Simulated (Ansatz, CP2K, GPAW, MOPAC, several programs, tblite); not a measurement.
# What each method gives for AgCl (Cmcm)

AgCl (Cmcm) from a database of computed structures, relaxed with r2SCAN in Ansatz, was computed with several methods. The symmetry is Cmcm (No. 63, orthorhombic); conventional cell a = 3.726 Å, b = 11.112 Å, c = 3.942 Å, 20.40 Å³ an atom. Ag has 7 Cl at 2.73–3.24 Å; Cl has 7 Ag at 2.73–3.24 Å. Calculated for a static, non-magnetic cell.

```cif
data_structure
_symmetry_space_group_name_H-M 'P 1'
_symmetry_Int_Tables_number 1
_cell_length_a 5.8600
_cell_length_b 5.8600
_cell_length_c 3.9420
_cell_angle_alpha 90.000
_cell_angle_beta 90.000
_cell_angle_gamma 142.923
_cell_volume 81.61
loop_
_atom_site_label
_atom_site_type_symbol
_atom_site_fract_x
_atom_site_fract_y
_atom_site_fract_z
_atom_site_occupancy
Ag1 Ag 0.39578 0.60422 0.75000 1
Ag2 Ag 0.60422 0.39578 0.25000 1
Cl1 Cl 0.86592 0.13408 0.25000 1
Cl2 Cl 0.13408 0.86592 0.75000 1
```

Gaps and times are for a single point on this cell; volume and bulk modulus come from each method's own relaxation or energy curve at fixed shape, which is too stiff where a cell has free coordinates or axes. Times are rough, from shared hosts (Arm Neoverse V2), and each method has its own mesh and cell size. A double dagger marks a value from a curve with shape and coordinates held. PM6 (MOPAC): levels, charges or heat of formation failed a check of plausibility, so no values are given. PM6 (MOPAC), PM7 (MOPAC), GFN1-xTB (tblite), GFN2-xTB (tblite) treat a cluster of cells at its zone centre, which samples few k points: where these miss a band edge, the gap comes out too large for that reason alone. Gaps from k meshes are read at a limited set of points (mesh, symmetry points, PBE's band edges), so each method's own least gap may be somewhat smaller. xTB and the PM methods were fitted mostly to molecules, and can miss a solid's gap by electronvolts. Minimal bases can be far off for gaps. GLLB-SC's gap includes the derivative discontinuity. d marks a direct gap, i an indirect one (no mark: not told apart), a dash a value that wasn't computed or didn't pass its checks.

| method | kind | gap (eV) | own volume (Å³/atom) | bulk modulus (GPa) | atoms computed | processor time |
| --- | --- | --- | --- | --- | --- | --- |
| GFN1-xTB (tblite) | tight binding | 1.42 | 20.69‡ | 70‡ | 72 | 3.2 s |
| light PBE (260 eV and a coarse mesh) | light plane-wave | 0.48 i | – | – | 4 | 5.7 s |
| GFN2-xTB (tblite) | tight binding | 1.59 | 19.53‡ | 66‡ | 72 | 5.8 s |
| PBE/SZV (CP2K) | small basis | 0.49 i | – | – | 4 | 12 s |
| PBE | semilocal | 0.45 i | 21.41 | 45‡ | 4 | 20 s |
| PBE/DZVP (CP2K) | small basis | 0.47 i | 21.28‡ | 46‡ | 4 | 34 s |
| PBE/single zeta (GPAW) | small basis | 0.38 i | – | – | 4 | 34 s |
| PM7 (MOPAC) | semi-empirical | 2.39 | – | – | 72 | 46 s |
| r2SCAN | semilocal | 1.01 i | 20.40 | 56‡ | 4 | 60 s |
| GLLB-SC (GPAW) | model potential | 1.51 | – | – | 4 | 91 s |
| PM6 (MOPAC) | semi-empirical | – | – | – | 72 | 2.1 min |

Against r2SCAN (1.01 eV) and with closed or daggered gaps left aside, the nearest gap at the points sampled is that of GFN1-xTB (tblite) (+0.41 eV) and the farthest that of PM7 (MOPAC) (+1.38 eV). r2SCAN is only a yardstick of convenience: semilocal gaps usually lie below measured ones, which GLLB-SC and hybrids aim to mend.

Volumes against r2SCAN's: PBE +5.0 %.

Spin-orbit coupling is left out.
